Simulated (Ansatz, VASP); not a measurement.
**One calculation of HfN, two programs**

Contents of INCAR:

```
SYSTEM = HfN
PREC = Accurate ; ENCUT = 520
EDIFF = 1E-6 ; ISMEAR = -1
SIGMA = 0.02 ; LREAL = .False.
LASPH = .True. ; NELM = 100
ALGO = Normal ; ISIF = 2
LWAVE = .False. ; LCHARG = .False.
GGA = PE ; NBANDS = 14
```

File KPOINTS:

```
Automatic mesh
0
Gamma
  11 11 11
  0 0 0
```

The input POSCAR:

```
HfN
1.0
    0.0000000000      2.2740609709      2.2740609709
    2.2740609709      0.0000000000      2.2740609709
    2.2740609709      2.2740609709      0.0000000000
Hf N
1 1
Direct
    0.0000000000      0.0000000000      0.0000000000
    0.5000000000      0.5000000000      0.5000000000
```

Input for Ansatz:

```yaml
crystal:
  lattice:
    - [0.0, 2.2740609709, 2.2740609709]
    - [2.2740609709, 0.0, 2.2740609709]
    - [2.2740609709, 2.2740609709, 0.0]
  atoms:
    - { symbol: Hf, position: [0.0, 0.0, 0.0] }
    - { symbol: "N", position: [0.5, 0.5, 0.5] }
kpoints:
  mp_grid: { grid: [11, 11, 11] }
  band_path:
    path:
      - [0.0, 0.0, 0.0]
      - [0.5, 0.0, 0.5]
      - [0.625, 0.25, 0.625]
      - [0.375, 0.375, 0.75]
      - [0.0, 0.0, 0.0]
      - [0.5, 0.5, 0.5]
      - [0.5, 0.25, 0.75]
      - [0.5, 0.0, 0.5]
    npoints: 14
scf:
  occupations: { method: fermi_dirac, width: 0.02 }
hamiltonian:
  xc: pbe
  pseudopotentials: { kind: all_electron, lapw: { basis_error: 0.0005 } }
output:
  forces: true
  stress: true
  eigenvalues: true
  populations: true
```

The cell was relaxed by an earlier calculation.

Alike in both runs: task single point; functional PBE; k mesh 11 × 11 × 11; occupations fermi-dirac, width 0.02 eV; no spin polarisation.

```csv
,VASP,Ansatz
version,VASP 6.6.1,Ansatz 0.2.0
potentials or method,"VASP PAW PBE potentials, release 64 (Hf_pv, N)","all-electron LAPW, scalar-relativistic"
plane-wave cutoff (eV),520,see its input
```

|  | VASP | Ansatz | Ansatz less VASP |
| --- | --- | --- | --- |
| pressure (GPa) | -2.3 | 0.1 | +2.39 |

Ansatz ran all-electron here, so the differences hold the error of VASP's frozen core and of both bases.

Spin-orbit coupling is left out, which matters for the levels of Hf.
